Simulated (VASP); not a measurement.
# HfN (Fm-3m) in VASP: settings compared

Aim: see how the results for HfN move with the level of theory and the settings. Levels: PBEsol, LDA. Tasks: relaxation of cell and atoms.

Everything below comes from runs of VASP 6.6.1. Logs are shortened: lines on timing, memory, paths and dates and some standing lists are left out, and cuts for length are marked.

**1. The structure**

Symmetry: Fm-3m, No. 225, cubic system. Conventional cell: a = 4.512 Å, b = 4.512 Å, c = 4.512 Å, α = 90.00°, β = 90.00°, γ = 90.00°. Around Hf (site symmetry m-3m) lie 6 N at 2.26 Å. Around N (site symmetry m-3m) lie 6 Hf at 2.26 Å.

**2. Relaxation of cell and atoms, PBEsol**

File INCAR:

```
SYSTEM = HfN
PREC = Accurate
ENCUT = 600
EDIFF = 1E-6
ISMEAR = 1
SIGMA = 0.1
LREAL = .FALSE.
LASPH = .TRUE.
NELM = 80
ALGO = Normal
ISIF = 3
LWAVE = .FALSE.
LCHARG = .FALSE.
GGA = PS
IBRION = 2
NSW = 90
EDIFFG = -0.01
KPAR = 2
```

File KPOINTS:

```
Automatic mesh
0
G
  14 14 14
  0 0 0
```

File POSCAR:

```
HfN
1.0
    0.0000000000      2.2560000000      2.2560000000
    2.2560000000      0.0000000000      2.2560000000
    2.2560000000      2.2560000000      0.0000000000
Hf N
1 1
Direct
    0.0000000000      0.0000000000      0.0000000000
    0.5000000000      0.5000000000      0.5000000000
```

Potentials or basis: VASP PAW PBE potentials, release 64 (Hf_pv, N).

Run with:

```sh
$ cat potpaw_PBE.64/Hf_pv/POTCAR potpaw_PBE.64/N/POTCAR > POTCAR
$ mpirun -np 2 vasp_std > vasp.out
```

OUTCAR:

```text
SYSTEM = HfN
   PREC = Accurate
   ENCUT = 600
   EDIFF = 1E-6
   ISMEAR = 1
   LREAL = .FALSE.
   LASPH = .TRUE.
   NELM = 80
   ISIF = 3
   GGA = PS
   IBRION = 2
   NSW = 90
   EDIFFG = -0.01

 ion  position               nearest neighbor table
   1  0.000  0.000  0.000-   2 2.26   2 2.26   2 2.26   2 2.26   2 2.26   2 2.26
   2  0.500  0.500  0.500-   1 2.26   1 2.26   1 2.26   1 2.26   1 2.26   1 2.26

  LATTYP: Found a face centered cubic cell.
 ALAT       =     4.5120000000

  Lattice vectors:

 A1 = (   0.0000000000,   2.2560000000,   2.2560000000)
 A2 = (   2.2560000000,   0.0000000000,   2.2560000000)
 A3 = (   2.2560000000,   2.2560000000,   0.0000000000)

Analysis of symmetry for initial positions (statically):
=====================================================================
 Subroutine PRICEL returns:
 Original cell was already a primitive cell.

 Routine SETGRP: Setting up the symmetry group for a
 face centered cubic supercell.

 Subroutine GETGRP returns: Found 48 space group operations
 (whereof 48 operations were pure point group operations)
 out of a pool of 48 trial point group operations.

The static configuration has the point symmetry O_h .

Analysis of symmetry for dynamics (positions and initial velocities):
=====================================================================
 Subroutine PRICEL returns:
 Original cell was already a primitive cell.

 Routine SETGRP: Setting up the symmetry group for a
 face centered cubic supercell.

 Subroutine GETGRP returns: Found 48 space group operations
 (whereof 48 operations were pure point group operations)
 out of a pool of 48 trial point group operations.

The dynamic configuration has the point symmetry O_h .

 Subroutine INISYM returns: Found 48 space group operations
 (whereof 48 operations are pure point group operations),
 and found     1 'primitive' translations

----------------------------------------------------------------------------------------

                                     Primitive cell

  volume of cell :      22.9640

  direct lattice vectors                    reciprocal lattice vectors
     0.000000000  2.256000000  2.256000000    -0.221631206  0.221631206  0.221631206
     2.256000000  0.000000000  2.256000000     0.221631206 -0.221631206  0.221631206
     2.256000000  2.256000000  0.000000000     0.221631206  0.221631206 -0.221631206

  length of vectors
     3.190465797  3.190465797  3.190465797     0.383876509  0.383876509  0.383876509

[... 103 lines left out ...]
  Thomas-Fermi vector in A             =   2.541355
   LORBIT       =      0    0 simple, 1 ext, 2 COOP (PROOUT), +10 PAW based schemes
   GGA     = PS    functional components
   LHFCALC =     F    Hartree Fock is set to
   AEXX    =    0.0000 exact exchange contribution
   IVDW    =     0    specifies the selected vdW correction
   LEPSILON=     F    determine dielectric tensor
   LRPA    =     F    only Hartree local field effects (RPA)
 conjugate gradient relaxation of ions
 non-spin polarized calculation
 Methfessel and Paxton  Order N= 1 SIGMA  =   0.10
  energy-cutoff  :      600.00
  volume of cell :       22.96
 maximum number of plane-waves:       779
 NGX is ok and might be reduce to    28
   NGX = 13   NGY = 13   NGZ = 13

--------------------------------------- Ionic step        1  -------------------------------------------

 number of electron      15.0000002 magnetization

 Free energy of the ion-electron system (eV)
  ---------------------------------------------------
  ext. energy  EPLUGINS =         0.00000000
  ---------------------------------------------------
  free energy    TOTEN  =       -22.98734307 eV

  energy without entropy =      -22.98673718  energy(sigma->0) =      -22.98714110

------------------------ aborting loop because EDIFF is reached ----------------------------------------

  FORCE on cell =-STRESS in cart. coord.  units (eV):
  Direction    XX          YY          ZZ          XY          YZ          ZX
  --------------------------------------------------------------------------------------
  -------------------------------------------------------------------------------------
  Total       -0.6032024     -0.6032024     -0.6032024      0.0000000     -0.0000000      0.0000000
  in kB      -42.0849066    -42.0849066    -42.0849066      0.0000000     -0.0000000      0.0000000
  external PRESSURE =     -42.0849066 kB  Pullay stress =       0.0000000 kB
[... 59 lines left out ...]
--------------------------------------- Ionic step        3  -------------------------------------------

 number of electron      15.0000002 magnetization

 Free energy of the ion-electron system (eV)
  ---------------------------------------------------
  ext. energy  EPLUGINS =         0.00000000
  ---------------------------------------------------
  free energy    TOTEN  =       -22.99186119 eV

  energy without entropy =      -22.99128561  energy(sigma->0) =      -22.99166933

 E-fermi :   8.3561     XC(G=0): -12.9921

 val. band max:        8.3344491001   @ k =   0.5000   0.2143   0.0000
 cond. band min:       8.3757041259   @ k =   0.1429   0.0000   0.0000
 fundamental gap:      0.0412550258
 Fermi energy:         8.3560820295

 k-point     1 :       0.0000    0.0000    0.0000
  band No.  band energies     occupation
      1     -22.6207      2.00000
      2     -22.6207      2.00000
      3     -22.6207      2.00000
      4      -9.1831      2.00000
      5       5.3624      2.00000
      6       5.3624      2.00000
      7       5.3624      2.00000
      8       7.9834      2.00000
      9       7.9834      2.00000
     10       7.9834      2.00000
     11      10.3602      0.00000
[... 309 lines left out ...]
 k-point    24 :       0.2857    0.1429    0.0000
  band No.  band energies     occupation
      1     -23.1468      2.00000
      2     -22.7411      2.00000
      3     -22.7247      2.00000
      4      -7.8531      2.00000
      5       1.5441      2.00000
      6       3.5355      2.00000
      7       3.9235      2.00000
      8       7.2731      2.00000
      9      10.8258      0.00000
     10      10.9395      0.00000
     11      12.3774      0.00000

 [... further k-points ...]

------------------------ aborting loop because EDIFF is reached ----------------------------------------

  FORCE on cell =-STRESS in cart. coord.  units (eV):
  Direction    XX          YY          ZZ          XY          YZ          ZX
  --------------------------------------------------------------------------------------
  -------------------------------------------------------------------------------------
  Total       -0.0050228     -0.0050228     -0.0050228     -0.0000000      0.0000000      0.0000000
  in kB       -0.3556441     -0.3556441     -0.3556441     -0.0000000      0.0000000      0.0000000
  external PRESSURE =      -0.3556441 kB  Pullay stress =       0.0000000 kB
[... 17 lines left out ...]
  FREE ENERGIE OF THE ION-ELECTRON SYSTEM (eV)
  ---------------------------------------------------
  free  energy   TOTEN  =       -22.9918611895 eV

  energy  without entropy=      -22.9912856081  energy(sigma->0) =      -22.99166933

 reached required accuracy - stopping structural energy minimisation
```

CONTCAR:

```text
HfN
   1.00000000000000
     0.0000000000000000    2.2449355948716883    2.2449355948716883
     2.2449355948716883    0.0000000000000000    2.2449355948716883
     2.2449355948716883    2.2449355948716883    0.0000000000000000
  Hf              N
     1     1
Direct
     0.0000000000000000    0.0000000000000000    0.0000000000000000
     0.5000000000000000    0.5000000000000000    0.5000000000000000

  0.00000000E+00  0.00000000E+00  0.00000000E+00
  0.00000000E+00  0.00000000E+00  0.00000000E+00
```

It took 26 s on 2 MPI ranks of AMD EPYC 9R45 (Zen 5), shared host; peak memory 0.15 GiB.

What came out:

```yaml
Free_energy: -22.9919 eV
Relaxed_volume: 11.31 Å³/atom
Relaxed_cell: a = 3.175 Å, b = 3.175 Å, c = 3.175 Å, α = 60.00°, β = 60.00°, γ = 60.00°
Space_group_after_relaxing_to_0.05_Å: Fm-3m (No. 225)
Energy_gained_by_relaxing: 2.3 meV/atom
Ionic_steps: 3
Pressure_after_relaxing: 0.0 GPa
Band_gap_on_the_k_mesh: none (metal or under the smearing width)
```

Step by step:
```csv
step,energy change (eV),largest force (eV/Å),pressure (GPa),volume (Å³)
1,0.0000,0.0000,-4.21,22.96
2,0.0133,0.0000,9.07,21.98
3,-0.0045,0.0000,-0.04,22.63
```

Final structure:
```
CELL_PARAMETERS angstrom
0.00000 2.24494 2.24494
2.24494 0.00000 2.24494
2.24494 2.24494 0.00000
ATOMIC_POSITIONS crystal
Hf 0.00000 0.00000 0.00000
N 0.50000 0.50000 0.50000
```

Levels at points of the mesh, in eV from the Fermi level:
```csv
k point,band 5,band 6,band 7,band 8,band 9,band 10,band 11
"(0.00, 0.00, 0.00)",-2.99,-2.99,-2.99,-0.37,-0.37,-0.37,2.00
"(0.50, 0.00, 0.00)",-9.00,-6.26,-6.26,3.39,3.82,3.82,4.52
"(0.50, 0.50, 0.00)",-5.37,-3.92,-3.65,-3.65,4.20,5.70,5.84
```

Caveat: the PAW data sets were made with another functional, which shifts forces and pressure a little. Spin-orbit coupling is left out, which matters for the levels of Hf.

**3. Relaxation of cell and atoms, PBEsol**

This run uses another cell than the first one, of 11.31 Å³/atom, 0.985 times its volume.

INCAR: that of step 2 with these lines changed.

```diff
@@ -3,3 +3,3 @@
 ENCUT = 600
-EDIFF = 1E-6
+EDIFF = 1E-7
 ISMEAR = 1
@@ -16,3 +16,3 @@
 NSW = 90
-EDIFFG = -0.01
+EDIFFG = -0.005
 KPAR = 2
```

KPOINTS is that of step 2.

File POSCAR:

```
HfN                                     
1.0
    0.0000000000      2.2449355949      2.2449355949
    2.2449355949      0.0000000000      2.2449355949
    2.2449355949      2.2449355949      0.0000000000
  Hf              N             
     1     1
Direct
     0.0000000000000000    0.0000000000000000    0.0000000000000000
     0.5000000000000000    0.5000000000000000    0.5000000000000000
```

Potentials or basis: VASP PAW PBE potentials, release 64 (Hf_pv, N).

Run with:

```sh
$ cat potpaw_PBE.64/Hf_pv/POTCAR potpaw_PBE.64/N/POTCAR > POTCAR
$ mpirun -np 2 vasp_std > vasp.out
```

Run time: 14 s. Hardware: 2 MPI ranks of AMD EPYC 9R45 (Zen 5), shared host; peak memory 0.15 GiB.

The run converged. Its results:

| Item | Value |
| --- | --- |
| Free energy | -22.9913 eV |
| Pressure after relaxing | 0.0 GPa |
| Band gap on the k mesh | none (metal or under the smearing width) |

Final structure:
```
Hf N
1.0
     0.00000    2.24494    2.24494
     2.24494    0.00000    2.24494
     2.24494    2.24494    0.00000
Hf N
1 1
Direct
  0.00000 0.00000 0.00000
  0.50000 0.50000 0.50000
```

Levels at points of the mesh, in eV from the Fermi level:
```
           k point  band 6  band 7  band 8  band 9  band 10  band 11
(0.00, 0.00, 0.00)   -2.99   -2.99   -0.37   -0.37    -0.37     2.00
(0.50, 0.00, 0.00)   -6.26   -6.26    3.39    3.82     3.82     4.52
(0.50, 0.50, 0.00)   -3.92   -3.65   -3.65    4.20     5.70     5.84
```

Caveat: the relaxation stopped at its first step, so nothing moved; the PAW data sets were made with another functional, which shifts forces and pressure a little. The run has no spin-orbit coupling, so splittings on Hf are missing.

**4. Relaxation of cell and atoms, LDA**

File INCAR:

```
SYSTEM = HfN
PREC = Accurate
ENCUT = 600
EDIFF = 1E-6
ISMEAR = 1
SIGMA = 0.1
LREAL = .FALSE.
LASPH = .TRUE.
NELM = 80
ALGO = Normal
ISIF = 3
LWAVE = .FALSE.
LCHARG = .FALSE.
IBRION = 2
NSW = 90
EDIFFG = -0.01
```

KPOINTS is that of step 3.

File POSCAR:

```
HfN
1.0
    0.0000000000      2.2560000000      2.2560000000
    2.2560000000      0.0000000000      2.2560000000
    2.2560000000      2.2560000000      0.0000000000
Hf N
1 1
Direct
    0.0000000000      0.0000000000      0.0000000000
    0.5000000000      0.5000000000      0.5000000000
```

Potentials or basis: VASP PAW LDA potentials, release 64 (Hf_pv, N).

Run with:

```sh
$ cat potpaw_LDA.64/Hf_pv/POTCAR potpaw_LDA.64/N/POTCAR > POTCAR
$ mpirun -np 1 vasp_std > vasp.out
```

Wall time 1.8 min (1 thread of Intel Xeon Platinum 8488C (Sapphire Rapids), shared host); peak memory 0.17 GiB.

It converged, with:

```yaml
Free_energy: -23.8673 eV
Relaxed_volume: 11.10 Å³/atom
Relaxed_cell: a = 3.155 Å, b = 3.155 Å, c = 3.155 Å, α = 60.00°, β = 60.00°, γ = 60.00°
Space_group_after_relaxing_to_0.05_Å: Fm-3m (No. 225)
Energy_gained_by_relaxing: 11.7 meV/atom
Ionic_steps: 4
Pressure_after_relaxing: 0.0 GPa
Band_gap_on_the_k_mesh: none (metal or under the smearing width)
```

The path:
```tsv
step	energy change (eV)	largest force (eV/Å)	pressure (GPa)	volume (Å³)
1	0.0000	0.0000	-9.58	22.96
2	0.0794	0.0000	24.11	20.76
3	-0.0234	0.0000	-0.24	22.22
4	-0.0234	0.0000	-0.02	22.21
```

Final structure:
```
Hf N
1.0
     0.00000    2.23097    2.23097
     2.23097    0.00000    2.23097
     2.23097    2.23097    0.00000
Hf N
1 1
Direct
  0.00000 0.00000 0.00000
  0.50000 0.50000 0.50000
```

Levels at points of the mesh, in eV from the Fermi level:
```tsv
k point	band 5	band 6	band 7	band 8	band 9	band 10	band 11
(0.00, 0.00, 0.00)	-2.99	-2.99	-2.99	-0.41	-0.41	-0.41	2.00
(0.50, 0.00, 0.00)	-9.05	-6.34	-6.34	3.45	3.86	3.86	4.76
(0.50, 0.50, 0.00)	-5.27	-3.99	-3.61	-3.61	4.25	5.79	5.79
```

Spin-orbit coupling is left out, which matters for the levels of Hf. LDA usually gives volumes a few per cent too small.
